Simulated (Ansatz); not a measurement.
LiF: a sublattice moved along a line

Level of theory: DFT r2SCAN, scalar-relativistic, plane waves, PAW (Ansatz 0.2.0). Settings: plane waves to 500 eV, k-mesh 10×10×10 (Γ-centred), Gaussian smearing 0.05 eV. No spin polarisation. Energies are free energies at this smearing, counted from the undisturbed cell; pressure is positive in compression.

Reference structure (as given, not relaxed at this level; it stands at -2.1 GPa):

```xyz
2
Lattice="0.0000 2.0140 2.0140 2.0140 0.0000 2.0140 2.0140 2.0140 0.0000" Properties=species:S:1:pos:R:3 pbc="T T T"
Li    0.0000    0.0000    0.0000
F     2.0140    2.0140    2.0140
```

Every Li atom is moved by x along the Cartesian unit vector (0.000, 0.000, -1.000); the cell and all other atoms stay fixed.

```tsv
x (Å)	ΔE (meV/cell)
-0.5000	507.5
-0.2500	67.6
0.0000	0.0
0.1250	13.7
0.3750	203.9
```

Problem. Predict the force along x on the moved atoms (eV/Å) at each point.

Solution.
| x (Å) | force along x on the moved atoms (eV/Å) |
| --- | --- |
| -0.5000 | 3.45 |
| -0.2500 | 0.68 |
| 0.0000 | 0.00 |
| 0.1250 | -0.24 |
| 0.3750 | -1.61 |